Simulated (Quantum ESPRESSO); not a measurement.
Crystal: NbAs.

```xyz
4
Lattice="-1.7259 1.7259 5.8400 1.7259 -1.7259 5.8400 1.7259 1.7259 -5.8400" Properties=species:S:1:pos:R:3 pbc="T T T"
Nb    0.0000    1.7259    0.0000
Nb    0.0000    0.0000    8.7600
As    0.0000    1.7259    4.8589
As    0.0000    0.0000    1.9389
```

Base run:

| Property | Result |
| --- | --- |
| Program | Quantum ESPRESSO 7.5 |
| Functional | PBEsol |
| Potentials or basis | GBRV 1.5 PBEsol |
| Cutoff | 612 eV |
| Density cutoff | 4898 eV |
| k mesh | 11 × 11 × 11 |
| Occupations | fermi-dirac, width 0.05 eV |
| Spin | no spin polarisation |

Its results: band gap on the k mesh none (metal or under the smearing width); pressure -1.9 GPa; largest force 0.290 eV/Å.

Question: The run is repeated on the same cell with these changes: functional from PBEsol to LDA; potentials or basis from GBRV 1.5 PBEsol to GBRV 1.5 LDA. What comes out?

Answer: Band gap on the k mesh none (metal or under the smearing width); pressure -5.0 GPa; largest force 0.278 eV/Å.

Caveats: some levels on the path didn't converge (some runs).
